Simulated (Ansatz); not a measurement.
**V: stress in a strained cell**

Aim: deform V (equal xy, yz and zx engineering shear strains of +3 %) and compute stress, forces and field gradients with LAPW, PAW and all-electron datasets made for the crystal.

Computed with Ansatz 0.2.0 (DFT PBE, scalar-relativistic, unless a step's input says otherwise).

## 1. The starting structure

Symmetry: Im-3m, No. 229, cubic system. Conventional cell: a = 3.026 Å, b = 3.026 Å, c = 3.026 Å, α = 90.00°, β = 90.00°, γ = 90.00°. V (site symmetry m-3m) is surrounded by 8 V at 2.62 Å.

Structure file:

```
CELL_PARAMETERS angstrom
-1.51300 1.51300 1.51300
1.51300 -1.51300 1.51300
1.51300 1.51300 -1.51300
ATOMIC_POSITIONS crystal
V 0.00000 0.00000 0.00000
```

## 2. After the deformation

Space group Im-3m before, R-3m after.

## 3. Full-potential LAPW

input.yaml

```yaml
crystal:
  lattice:
    - [-1.46761, 1.513, 1.513]
    - [1.513, -1.46761, 1.513]
    - [1.513, 1.513, -1.46761]
  atoms:
    - { symbol: V, position: [0.0, 0.0, 0.0], spin: 1.5 }
magnetization:
  spin_polarized: true
kpoints:
  mp_grid: { grid: [19, 19, 19] }
  band_path:
    path:
      - [0.0, 0.0, 0.0]
      - [0.0, 0.0, 0.5]
      - [-0.5, 0.5, 0.5]
      - [-0.7422118581, 0.2577881419, 0.2577881419]
      - [0.2577881419, 0.2577881419, 0.2577881419]
      - [0.0, 0.0, 0.0]
      - [-0.5, 0.0, 0.5]
    npoints: 5
scf:
  occupations: { method: fermi_dirac, width: 0.03 }
hamiltonian:
  xc: pbe
  pseudopotentials: { kind: all_electron, lapw: { basis_error: 0.001 } }
output:
  forces: true
  stress: true
  eigenvalues: true
```

Launch:

```
$ ansatz run input.yaml --threads 1 --pin off --max-ram 3072MiB --backend cpu --events-out ev --progress --plain --runs-dir out
```

## 4. Frozen-core PAW

input.yaml

```yaml
crystal:
  lattice:
    - [-1.46761, 1.513, 1.513]
    - [1.513, -1.46761, 1.513]
    - [1.513, 1.513, -1.46761]
  atoms:
    - { symbol: V, position: [0.0, 0.0, 0.0], spin: 1.5 }
magnetization:
  spin_polarized: true
kpoints:
  mp_grid: { grid: [19, 19, 19] }
scf:
  occupations: { method: fermi_dirac, width: 0.03 }
hamiltonian:
  xc: pbe
  pseudopotentials: { kind: paw }
output:
  forces: true
  stress: true
  eigenvalues: true
  efg: { contact_densities: true }
  write_density: true
  write_potential: true
  elf: true
  volumetric_format: npy
```

## 5. All-electron PAW on datasets made for the crystal

Changes to input.yaml since step 4:

```diff
@@ -15,3 +15,3 @@
   xc: pbe
-  pseudopotentials: { kind: paw }
+  pseudopotentials: { kind: all_electron, datasets: crystal }
 output:
@@ -21,5 +21 @@
   efg: { contact_densities: true }
-  write_density: true
-  write_potential: true
-  elf: true
-  volumetric_format: npy
```

(Steps that only read results are left out.)

Q: Predict the outcome of this session. Wanted: pressure; largest shear or deviatoric stress.

The runs gave:

```
                                 quantity                                              value
                                 pressure  LAPW -4.99, PAW -4.94, crystal datasets -4.99 GPa
largest shear or deviatoric stress (LAPW)                                           0.88 GPa
```

The largest part of the stress beyond the pressure is 0.88 GPa in size. No run of the undeformed cell stands beside it, so the pressure holds what the given cell had before the change. PAW: stress within 0.06 GPa of LAPW. Crystal datasets: stress within 0.01 GPa of LAPW.
